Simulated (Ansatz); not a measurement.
Sc, 2 atoms in the cell. Symmetry: P6_3/mmc, No. 194, hexagonal system. Conventional cell: a = 3.309 Å, b = 3.309 Å, c = 5.273 Å, α = 90.00°, β = 90.00°, γ = 120.00°. Around Sc (site symmetry -6m2) lie 12 Sc at 3.26 to 3.31 Å. 

```yaml
Program: Ansatz 0.2.0
Task: single point
Functional: PBE
Potentials_or_basis: all-electron LAPW, scalar-relativistic
Cutoff: 167 eV (chosen from the basis error)
Basis_error_allowed: 0.001 eV/atom
k_mesh: 9 × 9 × 5
Occupations: fermi-dirac, width 0.05 eV
Spin: no spin polarisation
```

Potentials or basis: all-electron LAPW, scalar-relativistic.

Run with:

```bash
$ ansatz run input.yaml --threads 1 --pin off --max-ram 2560MiB --backend cpu --events-out ev --progress --plain --runs-dir out
```

Hardware: 1 thread of Arm Neoverse V2, with other jobs on the host.

Question: How long does it take, and how much memory?

Answer: Run time: 3.6 s on 1 thread of Arm Neoverse V2, with other jobs on the host, peak memory 0.24 GiB. Counts: scf iterations 6, plane waves 251, k points 36, bands 15.
